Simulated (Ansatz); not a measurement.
Ta and the effect of the functional

The cell as given:

The structure is cubic, space group Im-3m (No. 229). The conventional cell has a = 3.303 Å, b = 3.303 Å, c = 3.303 Å, α = 90.00°, β = 90.00°, γ = 90.00°. Around Ta (site symmetry m-3m) lie 8 Ta at 2.86 Å.

Kept alike: task relaxation of cell and atoms; k mesh 11 × 11 × 11; occupations fermi-dirac, width 0.05 eV; no spin polarisation. Program: Ansatz, Ansatz PAW. Cutoffs run from 420 to 500 eV. The mesh is that of the run's cell of 1 atom. No spin-orbit coupling.

| functional | volume (Å³/atom) |
| --- | --- |
| BLYP | 18.820 |
| LDA | 17.211 |
| PBE | 18.245 |
| PBEsol | 17.631 |
| RPBE | 18.576 |
| r2SCAN | 18.016 |
| revPBE | 18.481 |

The relaxations keep at least the cell's symmetry (Im-3m). For a metal such a mesh leaves the last digits unconverged. Relaxations stop with a little pressure left, so the last digits of a volume or edge aren't settled. All rows use potentials made for PBE.

Question: What does the functional change here?

Answer: The volume runs from 17.211 (LDA) to 18.820 Å³/atom (BLYP). From PBE: BLYP +0.575; LDA -1.034; PBEsol -0.614; RPBE +0.331; r2SCAN -0.229; revPBE +0.236.

The volume of bcc Ta follows the usual order of the functionals: LDA gives the most compact metal, PBEsol and r2SCAN lie between it and PBE, and revPBE, RPBE and BLYP expand the lattice further. LDA's overbinding is reduced by gradient corrections, which favour inhomogeneous density and so weaken the cohesion from the partly filled 5d band. PBEsol restores the weaker exchange gradient dependence suited to slowly varying densities and contracts the cell by 0.614 Å³/atom from PBE, whereas revPBE and RPBE strengthen the exchange enhancement at larger gradients and expand it. BLYP's position at the top probably also reflects its correlation part, which does not recover the uniform electron gas limit, a weakness for a metal with delocalised valence electrons. r2SCAN also uses the kinetic-energy density, so its place can't be assigned to gradient strength alone. The spread shows how sensitive the equilibrium volume is to exchange and correlation, but an ordering by volume is not an ordering by accuracy for cohesive energy or elastic stiffness.
